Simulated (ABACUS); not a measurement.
Input of an ABACUS 3.10.1 run:

The input INPUT:

```
INPUT_PARAMETERS
suffix              SnSe
calculation         scf
basis_type          lcao
pseudo_dir          ./
orbital_dir         ./
latname             fcc
symmetry            1
dft_functional      pbe
ecutwfc             100
pseudo_rcut         10
nspin               1
nbands              25
ks_solver           scalapack_gvx
smearing_method     fd
smearing_sigma      0.00367493
scf_thr             1e-07
scf_nmax            100
mixing_type         broyden
mixing_beta         0.7
cal_force           1
cal_stress          1
out_mul             1
out_chg             1
```

The input STRU:

```
ATOMIC_SPECIES
Sn 118.7100 Sn.upf
Se 78.9710 Se.upf

NUMERICAL_ORBITAL
Sn_confined-atom_8au_3s3p3d1f.orb
Se_confined-atom_7au_3s3p3d1f.orb

LATTICE_CONSTANT
11.3761512702

ATOMIC_POSITIONS
Direct

Sn
0.0
1
0.0000000000 0.0000000000 0.0000000000 1 1 1

Se
0.0
1
0.5000000000 0.5000000000 0.5000000000 1 1 1
```

The input KPT:

```
K_POINTS
0
Gamma
7 7 7 0 0 0
```

Potentials or basis: PseudoDojo NC SR 0.5 PBE standard, TZDP LCAO (the cutoffs set its grid).

Run with:

```sh
$ OMP_NUM_THREADS=1 mpirun -np 4 abacus > log
```

Estimate the pressure.

1.1 GPa.

Estimate the Mulliken charges.

Sn +0.04; Se -0.04 e.

Caveat: the atomic orbitals were generated for these runs and aren't a published set; the basis of atomic orbitals isn't converged, which shifts pressures, moduli and gaps.
